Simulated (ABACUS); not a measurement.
InAs:

```
CELL_PARAMETERS angstrom
0.00000 3.01800 3.01800
3.01800 0.00000 3.01800
3.01800 3.01800 0.00000
ATOMIC_POSITIONS crystal
In 0.00000 0.00000 0.00000
As 0.75000 0.75000 0.75000
```

Base run:

* Program: ABACUS 3.10.1
* Functional: PW91
* Potentials or basis: PseudoDojo NC SR 0.5 PBE standard
* Cutoff: 1143 eV
* Density cutoff: 4572 eV
* Basis: plane waves
* k mesh: 6 × 6 × 6
* Occupations: fermi-dirac, width 0.05 eV
* Spin: no spin polarisation

Its results: band gap on the k mesh none (metal or under the smearing width); pressure 4.2 GPa.

The run is repeated on the same cell with these changes: functional from PW91 to HLE16; potentials or basis from PseudoDojo NC SR 0.5 PBE standard to GBRV ultrasoft 1.5 PBE; cutoff from 1143 eV to 544 eV; density cutoff from 4572 eV to 4354 eV; valence electrons from 28 to 18. What comes out?

Band gap on the k mesh 0.26 eV, direct; pressure -5.8 GPa.

Caveats: the potentials were made for another functional, which shifts forces and pressure; this crystal is a semiconductor, whose small gap the functional closes, so the metal is an error of the method (some runs); the potentials were made for a functional far from this one (some runs); spin-orbit coupling is left out, which moves the levels of the heavy elements (some runs).

